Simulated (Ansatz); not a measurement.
# AlCu3 (Pm-3m) in Ansatz: elastic constants with PBEsol

Aim: the elastic constants of AlCu3 with PBEsol.

Program: Ansatz 0.2.0. These are calculated values, not measurements. Logs are shortened: lines on timing, memory, paths and dates and some standing lists are left out, and cuts for length are marked.

**1. The crystal as given**

Symmetry: Pm-3m, No. 221, cubic system. Conventional cell: a = 3.637 Å, b = 3.637 Å, c = 3.637 Å, α = 90.00°, β = 90.00°, γ = 90.00°. Around Cu (site symmetry 4/mmm) lie 8 Cu at 2.57 Å and 4 Al at 2.57 Å. Al (site symmetry m-3m) is surrounded by 12 Cu at 2.57 Å.

The cell comes from a database or a generator and needn't be the stable form of this composition.

**2. Elastic constants, PBEsol**

input.yaml reads:

```yaml
crystal:
  lattice:
    - [3.63737667, 0.0, 0.0]
    - [0.0, 3.63737667, 0.0]
    - [0.0, 0.0, 3.63737667]
  atoms:
    - { symbol: Cu, position: [0.0, 0.5, 0.5] }
    - { symbol: Cu, position: [0.5, 0.0, 0.5] }
    - { symbol: Cu, position: [0.5, 0.5, 0.0] }
    - { symbol: Al, position: [0.0, 0.0, 0.0] }
hamiltonian:
  xc: pbesol
  pseudopotentials: { kind: paw }
kpoints:
  mp_grid: { grid: [6, 6, 6] }
scf:
  occupations: { method: fermi_dirac, width: 0.05 }
output:
  forces: true
  stress: true
elastic:
  mode: relaxed_ion
  stencil: two_point
```

Potentials or basis: Ansatz PAW.

Started as:

```sh
> ansatz run input.yaml --threads 2 --pin off --max-ram 5632MiB --backend cpu --events-out ev --progress --plain --runs-dir out
```

Output:

```text
Warning: RAYON_NUM_THREADS=2 ignored (pool sized by the plan → 2); use --threads N
Engine: ansatz 0.2.0, aarch64-unknown-linux-gnu
Pseudopotentials: kind: paw
Pseudopotential: Cu, paw, valence charge 19, recommended cutoff 420 eV (normal), Cu.paw.azcp
Pseudopotential: Al, paw, valence charge 3, recommended cutoff 420 eV (normal), Al.paw.azcp
Functional definition: PBEsol
  exchange = pbesol_x
  correlation = pbesol_c
Crystal: 4 atoms, lattice volume = 48.124 Å³
Basis set: ecut = 420 eV, 925 PW (Γ), exchange–correlation on 50×50×50 points (8 copies of the dense FFT grid, shifted against one another)
Bands: 36, of which v1, the nominal top of the filled ones, is band 30 counted from 1 (29 counted from 0)
Symmetry: 48 space group operations
Space group: Pm-3m (ITA 221), of the structure as read, at distance tolerance 3.6e-5 Å
k-points: 20 of 216
Non-local potential: Cu, projectors of the file, l = 0: 3, l = 1: 2, l = 2: 3, l = 3: 1
Non-local potential: Al, projectors of the file, l = 0: 2, l = 1: 2, l = 2: 1
PAW form: soft (Blöchl's): semilocal exchange-correlation on the pseudo side does not see the compensation charge
PAW frozen core: Cu, regenerated for the run's functional, and the local potential with it (the file was generated under x = pbe(κ = 0.804, μ = 0.2195149727645171), c = pbe(β = 0.06672455060314922))
PAW frozen core: Al, regenerated for the run's functional, and the local potential with it (the file was generated under x = pbe(κ = 0.804, μ = 0.2195149727645171), c = pbe(β = 0.06672455060314922))
PAW one-centre angular grid: Cu, 590 points (default); XC on 64 Gauss nodes
PAW one-centre angular grid: Al, 110 points (default); XC on 64 Gauss nodes
Initial density: superposition of atomic densities (neutral atoms: chi_scale 0, normalization atom), corrected by the library's trained network
Initial wavefunctions: pseudopotential atomic-orbital guess
Functional: x = pbesol(κ = 0.804, μ = 0.12345679012345678), c = pbesol(β = 0.046)
SCF iter   1: F=—  HF=-20291.676227 eV  |F-HF|=—  |Δ(HF+E_count)|=         —  Δρ=1.28e-2  dr2=3.78e-2  ethr=1.77e-3  ⟨swp⟩=5.8  Hψ=2620  notcnv=0  defer=7
preconditioner: auto → Resta (q_TF=auto, 2.830 Å⁻¹)  ε∞=14.2  [insulator: Δε(μ)=0.525 eV  Ē_g=8.856 eV  σ=0.050 eV  W_gap=0.76  n_scr=18 (ndim 8)  ℏωp=32.1 eV  f_vac=0.000  D(μ)=0.85/eV (n_scr^D=6)  ε∞_Penn≈14.2]
SCF iter   2: F=—  HF=-20291.666843 eV  |F-HF|=—  |Δ(HF+E_count)|=   9.38e-3  Δρ=8.89e-4  dr2=4.71e-4  ethr=6.31e-5  ⟨swp⟩=2.0  Hψ=1310  notcnv=0  defer=23
SCF iter   3: F=—  HF=-20291.666404 eV  |F-HF|=—  |Δ(HF+E_count)|=   4.39e-4  Δρ=1.22e-3  dr2=4.15e-4  ethr=7.84e-7  ⟨swp⟩=2.0  Hψ=1240  notcnv=0  defer=23
SCF iter   4: F=—  HF=-20291.666235 eV  |F-HF|=—  |Δ(HF+E_count)|=   1.69e-4  Δρ=1.95e-4  dr2=2.90e-5  ethr=6.92e-7  ⟨swp⟩=2.4  Hψ=955  notcnv=0  defer=23
SCF iter   5: F=—  HF=-20291.666219 eV  |F-HF|=—  |Δ(HF+E_count)|=   1.61e-5  Δρ=7.13e-5  dr2=4.95e-6  ethr=4.84e-8  ⟨swp⟩=2.0  Hψ=1045  notcnv=0  defer=23
SCF iter   6: F=—  HF=-20291.666213 eV  |F-HF|=—  |Δ(HF+E_count)|=   5.71e-6  Δρ=1.34e-5  dr2=1.08e-7  ethr=8.25e-9  ⟨swp⟩=2.0  Hψ=988  notcnv=0  defer=23
SCF iter   7: F=—  HF=-20291.666213 eV  |F-HF|=—  |Δ(HF+E_count)|=   2.96e-8  Δρ=3.33e-6  dr2=4.06e-9  ethr=1.80e-10  ⟨swp⟩=2.0  Hψ=1252  notcnv=0  defer=23
SCF iter   8: F=—  HF=-20291.666213 eV  |F-HF|=—  |Δ(HF+E_count)|=   1.58e-9  Δρ=8.72e-7  dr2=2.77e-10  ethr=6.77e-12  ⟨swp⟩=2.1  Hψ=883  notcnv=0  defer=23
SCF iter   9: F=—  HF=-20291.666213 eV  |F-HF|=—  |Δ(HF+E_count)|=  6.55e-11  Δρ=7.37e-8  dr2=1.34e-12  ethr=4.61e-13 (applied; sched 1.00e-12)  ⟨swp⟩=2.4  Hψ=1065  notcnv=0  defer=23
SCF iter  10: F=-20291.666213 eV  HF=-20291.666213 eV  |F-HF|=7.28e-12  |Δ(HF+E_count)|=  7.28e-12  Δρ=1.14e-8  dr2=4.26e-14  ethr=1.00e-12  ⟨swp⟩=7.7  Hψ=2985  notcnv=0
SCF 1 converged in 10 iterations: F = -20291.666213 eV  dr2 = 4.26e-14
Crystal: 4 atoms, lattice volume = 48.028 Å³
Symmetry: 16 space group operations
k-points: 40 of 216
Initial density: handed on by an earlier stage of this run
Initial wavefunctions: those handed on with the density
[... 42 lines left out ...]
iter 1 solved again at ethr=1.11e-11 eV; its pass at ethr=3.10e-3 eV (dr2=6.68e-9 eV) is discarded
SCF iter   1: F=—  HF=-20291.666184 eV  |F-HF|=—  |Δ(HF+E_count)|=         —  Δρ=5.14e-6  dr2=7.63e-9  ethr=1.11e-11  ⟨swp⟩=2.3  Hψ=7588  notcnv=0  defer=33
preconditioner: auto → Resta (q_TF=auto, 2.830 Å⁻¹)  ε∞=14.0  [insulator: Δε(μ)=0.513 eV  Ē_g=8.903 eV  σ=0.050 eV  W_gap=0.72  n_scr=18 (ndim 8)  ℏωp=32.1 eV  f_vac=0.000  D(μ)=0.85/eV (n_scr^D=6)  ε∞_Penn≈14.0]
SCF iter   2: F=—  HF=-20291.666164 eV  |F-HF|=—  |Δ(HF+E_count)|=   2.03e-5  Δρ=2.62e-6  dr2=1.99e-9  ethr=1.11e-11  ⟨swp⟩=3.0  Hψ=3939  notcnv=0  defer=33
SCF iter   3: F=—  HF=-20291.666164 eV  |F-HF|=—  |Δ(HF+E_count)|=  2.00e-10  Δρ=1.11e-6  dr2=3.40e-10  ethr=3.32e-12  ⟨swp⟩=2.3  Hψ=2470  notcnv=0  defer=33
SCF iter   4: F=—  HF=-20291.666164 eV  |F-HF|=—  |Δ(HF+E_count)|=  8.37e-11  Δρ=2.68e-7  dr2=2.70e-11  ethr=5.66e-13 (applied; sched 1.00e-12)  ⟨swp⟩=2.2  Hψ=2764  notcnv=0  defer=55
SCF iter   5: F=—  HF=-20291.666164 eV  |F-HF|=—  |Δ(HF+E_count)|=  3.64e-12  Δρ=1.24e-7  dr2=4.40e-12  ethr=4.50e-14 (applied; sched 1.00e-12)  ⟨swp⟩=2.1  Hψ=2724  notcnv=0  defer=62
SCF iter   6: F=—  HF=-20291.666164 eV  |F-HF|=—  |Δ(HF+E_count)|=  7.28e-12  Δρ=8.26e-8  dr2=2.43e-12  ethr=7.33e-15 (applied; sched 1.00e-12)  ⟨swp⟩=2.0  Hψ=2682  notcnv=0  defer=63
SCF iter   7: F=—  HF=-20291.666164 eV  |F-HF|=—  |Δ(HF+E_count)|=  3.64e-12  Δρ=2.03e-8  dr2=1.91e-13  ethr=4.05e-15 (applied; sched 1.00e-12)  ⟨swp⟩=2.0  Hψ=2645  notcnv=0  defer=63
SCF iter   8: F=-20291.666164 eV  HF=-20291.666164 eV  |F-HF|=3.64e-12  |Δ(HF+E_count)|=    0.00e0  Δρ=8.03e-9  dr2=4.31e-14  ethr=1.00e-12  ⟨swp⟩=4.0  Hψ=5941  notcnv=0
SCF 5 converged in 8 iterations: F = -20291.666164 eV  dr2 = 4.31e-14
SCF converged after 10 iterations
Free energy (F): -20291.666213 eV
Harris-Foulkes:  -20291.666213 eV  (|F-HF|=7.28e-12)
Internal energy: -20291.659533 eV  (E = F + TS)
E sigma→0 (E₀):  -20291.662873 eV
Entropy (-TS):   -0.006679 eV (-1.670 meV/atom)
Fermi energy:    15.455569 eV
--- Per-component energies (eV) ---
  E_band       = -1156.685184
  E_kinetic    = 926.212198
  E_local      = -13930.564511  (includes V_loc(G=0)·N_el)
  E_nonlocal   = 1179.959336
  E_hartree    = 6195.490904
  E_xc         = -309.023997
  E_vxc        = -378.695502  (∫ρ·V_xc dr)
  E_paw        = -5329.708494  (= ΣΔE_a)
  E_vpaw       = -1344.579238  (= ΣTr[D̂ρ^β])
  E_aug_tail   = 0.000745  (compensation charges beyond the density's cutoff)
  E_ewald      = -9024.663461
  E_core_change = 0.637746  (= ΣΔE_core)
  E_smearing   = -0.006679  (= −TS)
  E_closure    = 0.000000  (closes the sum)
  Σ components = -20291.666213   (vs F -20291.666213, Δ=0.00e0)
--- Forces (eV/Å), atoms counted from 1 ---
  atom   1  Cu     0.00000000     0.00000000     0.00000000
  atom   2  Cu     0.00000000    -0.00000000    -0.00000000
  atom   3  Cu     0.00000000    -0.00000000    -0.00000000
  atom   4  Al    -0.00000000     0.00000000    -0.00000000
  max |Σ_I F_I| component: 9.53e-29 eV/Å
--- Stress (GPa, compression-positive) ---
       -0.714246       0.000000       0.000000
       -0.000000      -0.714246       0.000000
        0.000000       0.000000      -0.714246
  P = ⅓ Tr σ = -0.7142 GPa (-7.142 kbar)
--- Band table (eV; the first three rows and the last of 20) ---
  k-point 0: bands = ["-97.5048", "-97.4921", "-97.4921", "-55.0693", "-55.0693", "-55.0693", "-55.0514", "-55.0514", "-55.0514", "-54.9248", "-54.9248", "-54.9248", "4.5842", "9.9134", "10.4833", "10.4833", "10.7651", "10.7651", "10.7651", "12.1809", "12.1809", "12.1809", "12.8383", "12.8383", "13.0634", "13.3082", "13.3082", "13.3082", "14.9884", "14.9884", "14.9884", "19.6970", "19.6970", "20.4162", "25.7969", "25.7969"]
  k-point 1: bands = ["-97.5041", "-97.4929", "-97.4922", "-55.0676", "-55.0676", "-55.0674", "-55.0521", "-55.0521", "-55.0516", "-54.9269", "-54.9257", "-54.9257", "4.9063", "9.9571", "10.3429", "10.6530", "10.8099", "10.8099", "10.8271", "12.0851", "12.0851", "12.1175", "12.7052", "12.8388", "12.9499", "12.9499", "12.9734", "13.3084", "13.6576", "15.7090", "15.7090", "19.7597", "20.2349", "22.0673", "24.0909", "24.0909"]
  k-point 2: bands = ["-97.5021", "-97.4948", "-97.4922", "-55.0637", "-55.0637", "-55.0634", "-55.0540", "-55.0540", "-55.0518", "-54.9314", "-54.9277", "-54.9277", "5.8460", "9.0878", "10.4412", "10.9193", "10.9193", "10.9747", "11.0710", "11.8813", "11.8813", "11.9669", "12.1974", "12.5220", "12.5220", "12.6106", "12.6826", "12.8773", "13.3088", "17.2115", "17.2115", "19.9406", "20.6750", "21.4619", "21.4619", "22.9994"]
  k-point 19: bands = ["-97.4964", "-97.4964", "-97.4964", "-55.0853", "-55.0853", "-55.0853", "-55.0278", "-55.0278", "-55.0278", "-54.9907", "-54.9052", "-54.9052", "8.8518", "10.1867", "10.1867", "10.1867", "11.6877", "11.6877", "11.6877", "12.2917", "12.2917", "12.2917", "12.3256", "12.3256", "12.3256", "12.3948", "12.3948", "13.1334", "13.1334", "13.1334", "13.8242", "16.6711", "17.0789", "17.0789", "17.0789", "31.8662"]
--- Elastic constants: 2 strain directions × 2 members + reference (group order 48) ---
  dense FFT box of the reference and of every strained cell: 25×25×25
  strains applied: 11, 23; error gains: componentwise 1.00 (the most a stress slope's error grows in a printed constant), spectral 1.73 (1 for all six strains in a standard setting)
  C = ∂σ_k/∂η_j (tension-positive GPa; Voigt order 11 22 33 23 13 12):
       186.319    132.020    132.020     -0.000     -0.000     -0.000
       132.020    186.319    132.020     -0.000     -0.000     -0.000
       132.020    132.020    186.319     -0.000     -0.000     -0.000
        -0.000     -0.000      0.000    104.580     -0.000      0.000
         0.000      0.000     -0.000      0.000    104.580      0.000
        -0.000      0.000     -0.000      0.000      0.000    104.580
  reference stress σ⁰ (GPa):      0.714      0.714      0.714     -0.000     -0.000      0.000
  C* (energy form; C + prestress term) asymmetry max|C*_kj − C*_jk| = 2.842e-14 GPa — a small one proves nothing (zero by symmetry where the batch's group is 432, −43m or m−3m); a large one is finite-difference/SCF noise where every solve meets its electron count
  moduli (Voigt/Reuss/Hill, GPa): K = 150.12/150.12/150.12   G = 73.61/48.85/61.23   E = 161.70   ν = 0.320
  mechanically stable: yes (min eigenvalue of sym C = 54.30 GPa)
  strain η (Voigt 11):  stress-route row diagonal C_11 = 186.32 GPa, energy-path curvature d²(F+E_count+ΔE)/dδ²/Ω₀ = 186.44 GPa
         δ    σ_11 (GPa)             F (eV)   n_scf  n_hpsi   n_pw
    -2.000e-3       0.3383      -20291.6665367      10   29236    968   relax 0 steps, max|allowed force component| 3.20e-29 eV/Å
     2.000e-3       1.0835      -20291.6656980       9   24408    968   relax 0 steps, max|allowed force component| 9.47e-30 eV/Å
  strain η (Voigt 23):  stress-route row diagonal C_44 = 104.58 GPa, energy-path curvature d²(F+E_count+ΔE)/dδ²/Ω₀ = 103.85 GPa
         δ    σ_23 (GPa)             F (eV)   n_scf  n_hpsi   n_pw
    -2.000e-3      -0.2092      -20291.6661635       9   35165    968   relax 0 steps, max|allowed force component| 5.07e-29 eV/Å
     2.000e-3       0.2092      -20291.6661635       8   31633    968   relax 0 steps, max|allowed force component| 5.09e-29 eV/Å
```

Run time: 21 s. Hardware: 2 threads of Arm Neoverse N1, shared host; peak memory 0.38 GiB.

What came out:

| Property | Result |
| --- | --- |
| Free energy | -20291.6662 eV |
| Pressure | -0.7 GPa |
| Band gap on the k mesh | none (metal or under the smearing width) |
| Elastic constants C11, C12, C44 | 186, 132, 105 GPa |
| Voigt bulk modulus | 150 GPa |

Elastic tensor in Voigt notation (GPa, in the Cartesian axes of the cell as first typed):
```
186 132 132   0   0   0
132 186 132   0   0   0
132 132 186   0   0   0
  0   0   0 105   0   0
  0   0   0   0 105   0
  0   0   0   0   0 105
```

Caveat: elastic constants of metals need much finer meshes, so these are rough; the PAW data sets come from PBE, with cores solved anew for the run's functional, which leaves a small shift of forces and pressure.
